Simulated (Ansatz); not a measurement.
Pd:

```
CELL_PARAMETERS angstrom
0.00000 1.94650 1.94650
1.94650 0.00000 1.94650
1.94650 1.94650 0.00000
ATOMIC_POSITIONS crystal
Pd 0.00000 0.00000 0.00000
```

- Program: Ansatz 0.2.0
- Task: relaxation of cell and atoms
- Functional: PBEsol0
- Potentials or basis: Ansatz PAW
- Cutoff: 420 eV (not typed: the program's choice for these potentials)
- k mesh: 6 × 6 × 6
- Occupations: fermi-dirac, width 0.05 eV
- Spin: no spin polarisation

At the start: volume 14.75 Å³/atom.

Problem. Where does the relaxation end?

Solution. It ends after 5 steps and the volume is 14.20 Å³/atom (-3.7 %); space group Fm-3m (No. 225, to 0.05 Å).

Step by step:
| step | energy change (eV) | largest force (eV/Å) | volume (Å³) |
| --- | --- | --- | --- |
| 1 | 0.0000 | 0.0000 | 14.75 |
| 2 | -0.0063 | 0.0000 | 13.79 |
| 3 | -0.0142 | 0.0000 | 14.23 |
| 4 | -0.0143 | 0.0000 | 14.20 |
| 5 | -0.0134 | 0.0000 | 14.20 |

Final structure:
```yaml
crystal:
  lattice:
    - [0.00000, 1.92195, 1.92195]
    - [1.92195, 0.00000, 1.92195]
    - [1.92195, 1.92195, 0.00000]
  atoms:
    - { symbol: Pd, position: [0.00000, 0.00000, 0.00000] }
```

Caveat: the k mesh is coarse (spacing up to 0.47 Å⁻¹), so the values aren't converged, least of all with exact exchange; the plane-wave basis is chosen anew once the cell has moved, so the energies of steps on either side of that aren't comparable; the PAW data sets come from PBE, with cores solved anew for the run's functional, which leaves a small shift of forces and pressure.
